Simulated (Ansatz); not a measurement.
# Zn: a tetragonal deformation path

The task here is to estimate one member of a computed series from the others.

Program: Ansatz 0.2.0. Level of theory: DFT PBEsol, scalar-relativistic, plane waves, PAW. These are calculated values, not measurements.

### Starting point

Symmetry: Fm-3m, No. 225, cubic system. The conventional cell has a = 3.930 Å, b = 3.930 Å, c = 3.930 Å, α = 90.00°, β = 90.00°, γ = 90.00°. Zn (site symmetry m-3m) is surrounded by 12 Zn at 2.78 Å.

Coordinates:

```
Zn
1.0
     0.00000    1.96478    1.96478
     1.96478    0.00000    1.96478
     1.96478    1.96478    0.00000
Zn
1
Direct
  0.00000 0.00000 0.00000
```

Source of the structure: the Materials Project (structure only).

Set-up of the first run:

File input.yaml:

```yaml
crystal:
  lattice:
    - [0.0, 1.964776, 1.964776]
    - [1.964776, 0.0, 1.964776]
    - [1.964776, 1.964776, 0.0]
  atoms:
    - { symbol: Zn, position: [0.0, 0.0, 0.0] }
basis:
  ecutwfc: 420
kpoints:
  mp_grid: { grid: [8, 8, 8] }
hamiltonian:
  xc: pbesol
scf:
  occupations: { method: gaussian, width: 0.1 }
output:
  forces: true
  stress: true
  eigenvalues: true
```

Among the steps run: A first look at the start; The reference: the undisturbed cell on the scan's mesh; ρ = 0.707; Point ρ = 1.414; Point ρ = 0.850; Point ρ = 1.200; At ρ = 0.780; Point ρ = 1.300; At ρ = 0.920; Point ρ = 1.100; Point ρ = 0.650; At ρ = 1.500; At ρ = 0.960; ρ = 1.050.

One of the session's tables, all rows but one given; the rest of the session is left out.

It belongs to the step «The scan collected». Collected from the runs (energy zero: the undisturbed cell):

```
    ρ  ΔE (meV/atom)  pressure (GPa)
0.650           50.1            -4.3
0.707              ?               ?
0.780           47.1            -4.3
0.850           24.7            -4.7
0.920            7.2            -4.9
0.960            1.7            -5.0
1.000            0.0            -5.1
1.050            3.3            -5.0
1.100           17.2            -4.7
1.200           66.4            -2.9
1.300          113.1            -0.8
1.414          166.4             1.6
1.500          211.9             3.7
```

**Question.** Estimate the row for ρ = 0.707.

Worked estimate for «ΔE (meV/atom)». A straight line through the neighbours (0.650, 50.1) and (0.780, 47.1) gives 50.1 + (47.1 − 50.1) × (0.707 − 0.650) / (0.780 − 0.650) = 48.8; a parabola fitted to 3 rows on both sides gives 55.0.

The run gave: ΔE (meV/atom): 60.8; pressure (GPa): -4.0. In «ΔE (meV/atom)» the line misses by -12.0 and the parabola by -5.8. Between these rows the values bend or scatter more than so simple an estimate can follow.
